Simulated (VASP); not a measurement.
Here is a VASP 6.6.1 calculation.

POSCAR

```
BN
1.0
    2.4982400000      0.0000000000      0.0000000000
   -1.2491200000      2.1635393048      0.0000000000
    0.0000000000      0.0000000000      6.6357000000
N B
2 2
Direct
    0.6666666667      0.3333333333      0.2500000000
    0.3333333333      0.6666666667      0.7500000000
    0.6666666667      0.3333333333      0.7500000000
    0.3333333333      0.6666666667      0.2500000000
```

File INCAR.step1:

```
PREC = Accurate
ENCUT = 520
EDIFF = 1E-6
ISMEAR = 0
SIGMA = 0.02
LREAL = F
LASPH = T
NELM = 100
ALGO = Fast
ISIF = 2
LWAVE = T
LCHARG = T
GGA = PE
```

File INCAR.step2:

```
PREC = Accurate
ENCUT = 520
EDIFF = 1E-6
ISMEAR = 0
SIGMA = 0.02
LREAL = F
LASPH = T
NELM = 100
ALGO = Fast
ISIF = 2
LWAVE = F
LCHARG = F
GGA = PE
ISTART = 1
ICHARG = 11
ISYM = -1
NUM_WANN = 8
LSCDM = T
```

KPOINTS

```
Automatic mesh
0
Gamma
  6 6 2
```

KPOINTS_OPT

```
path GMKGALHA,LM,KH
12
line-mode
reciprocal
 0.0000000000  0.0000000000  0.0000000000  G
 0.5000000000  0.0000000000  0.0000000000  M

 0.5000000000  0.0000000000  0.0000000000  M
 0.3333333333  0.3333333333  0.0000000000  K

 0.3333333333  0.3333333333  0.0000000000  K
 0.0000000000  0.0000000000  0.0000000000  G

 0.0000000000  0.0000000000  0.0000000000  G
 0.0000000000  0.0000000000  0.5000000000  A

 0.0000000000  0.0000000000  0.5000000000  A
 0.5000000000  0.0000000000  0.5000000000  L

 0.5000000000  0.0000000000  0.5000000000  L
 0.3333333333  0.3333333333  0.5000000000  H

 0.3333333333  0.3333333333  0.5000000000  H
 0.0000000000  0.0000000000  0.5000000000  A

 0.5000000000  0.0000000000  0.5000000000  L
 0.5000000000  0.0000000000  0.0000000000  M

 0.3333333333  0.3333333333  0.0000000000  K
 0.3333333333  0.3333333333  0.5000000000  H
```

Contents of KPOINTS_WAN:

```
path GMKGALHA,LM,KH
12
line-mode
reciprocal
 0.0000000000  0.0000000000  0.0000000000  G
 0.5000000000  0.0000000000  0.0000000000  M

 0.5000000000  0.0000000000  0.0000000000  M
 0.3333333333  0.3333333333  0.0000000000  K

 0.3333333333  0.3333333333  0.0000000000  K
 0.0000000000  0.0000000000  0.0000000000  G

 0.0000000000  0.0000000000  0.0000000000  G
 0.0000000000  0.0000000000  0.5000000000  A

 0.0000000000  0.0000000000  0.5000000000  A
 0.5000000000  0.0000000000  0.5000000000  L

 0.5000000000  0.0000000000  0.5000000000  L
 0.3333333333  0.3333333333  0.5000000000  H

 0.3333333333  0.3333333333  0.5000000000  H
 0.0000000000  0.0000000000  0.5000000000  A

 0.5000000000  0.0000000000  0.5000000000  L
 0.5000000000  0.0000000000  0.0000000000  M

 0.3333333333  0.3333333333  0.0000000000  K
 0.3333333333  0.3333333333  0.5000000000  H
```

Potentials or basis: VASP PAW PBE potentials, release 64 (N, B).

Run with:

```console
$ cat potpaw_PBE.64/N/POTCAR potpaw_PBE.64/B/POTCAR > POTCAR
$ cp INCAR.step1 INCAR
$ mpirun -np 1 vasp_std > vasp.out
$ cp INCAR.step2 INCAR
$ mpirun -np 1 vasp_std > vasp.out
```

(1) What does it give for the RMS miss of the Wannier bands?

(2) What does it give for the band gap along the path?

(3) Predict the band gap on the k mesh.

Results:

(1) 0.025 eV.

(2) 4.24 eV, indirect (least direct gap 4.66 eV).

(3) 4.29 eV, indirect (least direct gap 4.66 eV).

Caveat: the k mesh is coarse (spacing up to 0.48 Å⁻¹), so the values aren't converged.
